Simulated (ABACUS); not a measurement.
The system is Te.

```
Te
1.0
     4.45400    0.00000    0.00000
    -2.22700    3.85728    0.00000
     0.00000    0.00000    5.92400
Te
3
Direct
  0.73100 0.73100 0.00000
  0.26900 0.00000 0.33333
  0.00000 0.26900 0.66667
```

Base run:

| Property | Result |
| --- | --- |
| Program | ABACUS 3.10.1 |
| Functional | LDA |
| Potentials or basis | PseudoDojo NC SR 0.4.1 LDA stringent |
| Cutoff | 1401 eV |
| Density cutoff | 5606 eV |
| Basis | plane waves |
| k mesh | 6 × 6 × 4 |
| Occupations | fermi-dirac, width 0.05 eV |
| Spin | no spin polarisation |

Its results: band gap on the k mesh 0.14 eV, direct; pressure -1.8 GPa; largest force 0.066 eV/Å.

The run is repeated on the same cell with these changes: functional from LDA to PBE; potentials or basis from PseudoDojo NC SR 0.4.1 LDA stringent to Ansatz NC PBE; cutoff from 1401 eV to 1129 eV; density cutoff from 5606 eV to 4517 eV; valence electrons from 72 to 48. What comes out?

Band gap on the k mesh 0.20 eV, direct; pressure 1.5 GPa; largest force 0.154 eV/Å.

Caveats: spin-orbit coupling is left out, which moves the levels of the heavy elements.

A k mesh can miss the band edges.

Not every run made on this cell is shown here.
